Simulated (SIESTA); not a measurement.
Cl:

```
Cl
1.0
     3.14500   -2.25000    0.00000
     3.14500    2.25000    0.00000
     0.00000    0.00000    8.21000
Cl
4
Direct
  0.37000 0.63000 0.40000
  0.13000 0.87000 0.90000
  0.63000 0.37000 0.60000
  0.87000 0.13000 0.10000
```

```yaml
Program: SIESTA 5.4.2
Task: single point
Functional: PBE
Potentials_or_basis: PseudoDojo 0.4 standard (PBE files)
Basis: DZP (energy shift 0.003 Ry)
Grid_cutoff: 800 Ry
Energy_shift: 0.003 Ry
k_mesh: 7 × 7 × 4
Occupations: fermi-dirac, width 0.05 eV
Spin: no spin polarisation
```

On this cell: pressure 0.7 GPa; largest force 0.693 eV/Å; band gap on the k mesh 2.47 eV, indirect (least direct gap 2.50 eV).

The same run follows on a disturbed copy (atoms moved at random, drawn with an rms of 0.05 Å):

```xyz
4
Lattice="3.1450 -2.2500 0.0000 3.1450 2.2500 0.0000 0.0000 0.0000 8.2100" Properties=species:S:1:pos:R:3 pbc="T T T"
Cl    3.1942    0.5447    3.2853
Cl    3.1545    1.7107    7.4021
Cl    3.1272   -0.5831    4.9371
Cl    3.1560   -1.6490    0.8095
```

Question: What does the disturbed cell give?

Answer: The energy moves by +12.1 meV/atom; pressure 1.7 GPa; largest force 1.452 eV/Å; band gap on the k mesh 2.60 eV, indirect (least direct gap 2.63 eV).

Forces on the atoms (eV/Å):
```
Cl  -0.006  0.490 -0.838
Cl  -0.009 -0.752 -1.238
Cl   0.005 -0.493  0.836
Cl   0.010  0.754  1.240
```

Stress tensor (GPa, compression positive):
```
 0.11  0.04 -0.04
 0.04  1.48  0.62
-0.04  0.62  3.49
```

Caveats: an odd mesh through Γ misses points on the zone boundary, where band edges often lie; the basis of atomic orbitals isn't converged, which shifts pressures, moduli and gaps.
